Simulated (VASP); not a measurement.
Crystal: MgZn2O3.

```
CELL_PARAMETERS angstrom
-2.09065 2.09065 4.16428
2.09065 -2.09065 4.16428
2.09065 2.09065 -4.16428
ATOMIC_POSITIONS crystal
Mg 0.00000 0.00000 0.00000
Zn 0.75000 0.25000 0.50000
Zn 0.25000 0.75000 0.50000
O 0.50000 0.00000 0.50000
O 0.00000 0.50000 0.50000
O 0.50000 0.50000 0.00000
```

The cell was built by a generator and needn't be a form met in nature.

| Item | Value |
| --- | --- |
| Program | VASP 6.6.1 |
| Task | relaxation of cell and atoms |
| Functional | PBE |
| Potentials or basis | VASP PAW PBE potentials, release 64 (Mg, Zn, O) |
| Cutoff | 520 eV |
| k mesh | 5 × 5 × 5 |
| Occupations | gaussian, width 0.15 eV |
| Spin | no spin polarisation |

At the start: pressure 1.6 GPa; volume 12.13 Å³/atom.

**Question.** How do energy, volume and symmetry change on relaxing?

**Answer.** Over 6 steps the energy falls by 8.9 meV/atom and the volume is 12.25 Å³/atom (+1.0 %); space group I4/mmm (No. 139, to 0.05 Å).

The path:
```tsv
step	energy change (eV)	largest force (eV/Å)	pressure (GPa)	volume (Å³)
1	0.0000	0.0000	1.60	72.81
2	-0.0446	0.0000	-1.18	74.07
3	-0.0470	0.0000	-1.13	74.35
4	-0.0449	0.0000	-1.81	74.89
5	-0.0474	0.0000	-1.34	74.49
6	-0.0532	0.0000	-0.19	73.50
```

Final structure:
```xyz
6
Lattice="-2.0656 2.0656 4.3068 2.0656 -2.0656 4.3068 2.0656 2.0656 -4.3068" Properties=species:S:1:pos:R:3 pbc="T T T"
Mg    0.0000    4.1312    0.0000
Zn    0.0000    2.0656    2.1534
Zn    2.0656    0.0000    2.1534
O     0.0000    2.0656    0.0000
O     0.0000    2.0656    4.3068
O     2.0656    2.0656    0.0000
```

Caveat: the k mesh is coarse (spacing up to 0.43 Å⁻¹), so the values aren't converged.
